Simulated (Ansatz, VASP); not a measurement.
One calculation of GaP, two programs

File INCAR:

```
SYSTEM = GaP
  PREC = Accurate
  ENCUT = 520
  EDIFF = 1E-6
  ISMEAR = -1
  SIGMA = 0.04
  LREAL = .False.
  LASPH = .True.
  NELM = 100
  ALGO = Fast
  ISIF = 2
  LWAVE = .False.
  LCHARG = .False.
  GGA = PE
  NBANDS = 16
```

File KPOINTS:

```
Automatic mesh
0
Gamma
  4 4 4
  0 0 0
```

File POSCAR:

```
GaP
1.0
    0.0000000000      2.7252500000      2.7252500000
    2.7252500000      0.0000000000      2.7252500000
    2.7252500000      2.7252500000      0.0000000000
Ga P
1 1
Direct
    0.0000000000      0.0000000000      0.0000000000
    0.7500000000      0.7500000000      0.7500000000
```

Contents of input.yaml:

```yaml
crystal:
  lattice:
    - [0.0, 2.72525, 2.72525]
    - [2.72525, 0.0, 2.72525]
    - [2.72525, 2.72525, 0.0]
  atoms:
    - { symbol: Ga, position: [0.0, 0.0, 0.0] }
    - { symbol: P, position: [0.75, 0.75, 0.75] }
kpoints:
  mp_grid: { grid: [4, 4, 4] }
scf:
  occupations: { method: fermi_dirac, width: 0.04 }
hamiltonian:
  xc: pbe
  pseudopotentials: { kind: all_electron, lapw: { basis_error: 0.002 } }
output:
  forces: true
  stress: true
  eigenvalues: true
```

Alike in both runs: task single point; functional PBE; k mesh 4 × 4 × 4; occupations fermi-dirac, width 0.04 eV; no spin polarisation.

```csv
,VASP,Ansatz
version,VASP 6.6.1,Ansatz 0.2.0
potentials or method,"VASP PAW PBE potentials, release 64 (Ga_d, P)","all-electron LAPW, scalar-relativistic"
plane-wave cutoff (eV),520,see its input
```

```csv
,VASP,Ansatz,Ansatz less VASP
gap on the k mesh at the Fermi level (eV),1.63,1.63,+0.002
least direct gap on the mesh (eV),1.82,1.82,+0.004
pressure (GPa),2.8,2.9,+0.12
```

Ansatz ran all-electron here, so the differences hold the error of VASP's frozen core and of both bases.

Caveats: the k mesh is coarse (spacing up to 0.50 Å⁻¹), so the values aren't converged. A k mesh can miss the band edges. Expect the measured gap to be larger: semilocal functionals such as PBE lack the derivative discontinuity.
